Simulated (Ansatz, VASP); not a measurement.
## One calculation of Pd, two programs

```
Pd
1.0
     0.00000    1.89628    1.84766
     1.89628    0.00000    1.84766
     1.89628    1.89628    0.00000
Pd
1
Cartesian
  0.0000 0.0000 0.0000
```

Change from the starting cell: strain -0.025 along x and y, -0.050 along z, atoms carried along.

Alike in both runs: task single point; functional PBEsol; k mesh 20 × 20 × 20; occupations gaussian, width 0.15 eV; no spin polarisation.

|  | VASP | Ansatz |
| --- | --- | --- |
| version | VASP 6.6.1 | Ansatz 0.2.0 |
| potentials or method | VASP PAW PBE potentials, release 64 (Pd) | scalar-relativistic, plane waves, PAW |
| plane-wave cutoff (eV) | 520 | 420 |
| valence electrons in the cell | 10 | 18 |

|  | VASP | Ansatz | Ansatz less VASP |
| --- | --- | --- | --- |
| gap on the k mesh at the Fermi level (eV) | none | none | - |
| pressure (GPa) | 23.3 | 23.8 | +0.48 |
| largest component of the traceless stress (GPa) | 1.40 | 1.42 | +0.017 |

A gap of «none» marks a metal or a gap that the smearing closes. The two sets of potentials don't hold the same shells in valence.

Caveats: so large a pressure means that the cell lies far from this level's equilibrium, or that cutoff or potentials fall short (VASP); the potentials were made for another functional, which shifts forces and pressure (VASP).
